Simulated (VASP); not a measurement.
Wanted: the native input for a VASP 6.6.1 run.

```
Task                   : band structure
Functional             : PBE
Potentials or basis    : VASP PAW PBE potentials, release 64 (Sb, Mg)
Cutoff                 : 520 eV
k mesh                 : 5 × 5 × 3
Occupations            : fermi-dirac, width 0.05 eV
Spin                   : spin-orbit coupling, no magnetisation
Further INCAR settings : ALGO = Normal; EDIFF = 1e-06
```

The system is Mg3Sb2.

```
Sb Mg
1.0
     4.58200    0.00000    0.00000
    -2.29100    3.96813    0.00000
     0.00000    0.00000    7.24400
Sb Mg
2 3
Cartesian
  2.2910 1.3227 5.5417
  0.0000 2.6454 1.7023
  0.0000 0.0000 0.0000
  2.2910 1.3227 2.6803
  0.0000 2.6454 4.5637
```

These files were run (other wordings do the same):

POSCAR

```
Mg3Sb2
1.0
    4.5820000000      0.0000000000      0.0000000000
   -2.2910000000      3.9681284001      0.0000000000
    0.0000000000      0.0000000000      7.2440000000
Sb Mg
2 3
Direct
    0.6666666667      0.3333333333      0.7650000000
    0.3333333333      0.6666666667      0.2350000000
    0.0000000000      0.0000000000      0.0000000000
    0.6666666667      0.3333333333      0.3700000000
    0.3333333333      0.6666666667      0.6300000000
```

INCAR.step1

```
PREC     = Accurate       # precision mode
ENCUT    = 520            # plane-wave cutoff, eV
EDIFF    = 1E-6           # SCF threshold, eV
ISMEAR   = -1             # smearing method
SIGMA    = 0.05           # smearing width, eV
LREAL    = F              # projectors in reciprocal space
LASPH    = T              # aspherical terms in the spheres
NELM     = 100            # most SCF steps
ALGO     = Normal         # electronic algorithm
ISIF     = 2              # what is computed and relaxed
LWAVE    = F              # write WAVECAR
LCHARG   = T              # write CHGCAR
LNONCOLLINEAR= T              # non-collinear magnetism
MAGMOM   = 0 0 0 0 0 0 0 0 0 0 0 0 0 0 0 # initial moments
LORBIT   = 11             # projections on sites
LSORBIT  = T              # spin-orbit coupling
GGA_COMPAT= F            
GGA      = PE             # functional
```

KPOINTS.step1

```
regular mesh
0
Gamma
  5 5 3
```

INCAR.step2

```
PREC     = Accurate       # precision mode
ENCUT    = 520            # plane-wave cutoff, eV
EDIFF    = 1E-6           # SCF threshold, eV
ISMEAR   = 0              # smearing method
SIGMA    = 0.05           # smearing width, eV
LREAL    = F              # projectors in reciprocal space
LASPH    = T              # aspherical terms in the spheres
NELM     = 100            # most SCF steps
ALGO     = Normal         # electronic algorithm
ISIF     = 2              # what is computed and relaxed
LWAVE    = F              # write WAVECAR
LCHARG   = F              # write CHGCAR
LNONCOLLINEAR= T              # non-collinear magnetism
MAGMOM   = 0 0 0 0 0 0 0 0 0 0 0 0 0 0 0 # initial moments
LORBIT   = 11             # projections on sites
LSORBIT  = T              # spin-orbit coupling
GGA_COMPAT= F            
GGA      = PE             # functional
ICHARG   = 11             # starting density
```

KPOINTS.step2

```
path GMKGALHA,LM,KH
15
line-mode
reciprocal
 0.0000000000  0.0000000000  0.0000000000  G
 0.5000000000  0.0000000000  0.0000000000  M

 0.5000000000  0.0000000000  0.0000000000  M
 0.3333333333  0.3333333333  0.0000000000  K

 0.3333333333  0.3333333333  0.0000000000  K
 0.0000000000  0.0000000000  0.0000000000  G

 0.0000000000  0.0000000000  0.0000000000  G
 0.0000000000  0.0000000000  0.5000000000  A

 0.0000000000  0.0000000000  0.5000000000  A
 0.5000000000  0.0000000000  0.5000000000  L

 0.5000000000  0.0000000000  0.5000000000  L
 0.3333333333  0.3333333333  0.5000000000  H

 0.3333333333  0.3333333333  0.5000000000  H
 0.0000000000  0.0000000000  0.5000000000  A

 0.5000000000  0.0000000000  0.5000000000  L
 0.5000000000  0.0000000000  0.0000000000  M

 0.3333333333  0.3333333333  0.0000000000  K
 0.3333333333  0.3333333333  0.5000000000  H
```

Potentials or basis: VASP PAW PBE potentials, release 64 (Sb, Mg).

The run is started by

```bash
$ cat potpaw_PBE.64/Sb/POTCAR potpaw_PBE.64/Mg/POTCAR > POTCAR
$ cp INCAR.step1 INCAR
$ cp KPOINTS.step1 KPOINTS
$ mpirun -np 1 vasp_ncl > vasp.out
$ cp INCAR.step2 INCAR
$ cp KPOINTS.step2 KPOINTS
$ mpirun -np 1 vasp_ncl > vasp.out
```

Wall time 8.6 min on 1 thread of AMD EPYC 7R13 Processor (Zen 3), on a shared host, peak memory 0.89 GiB.
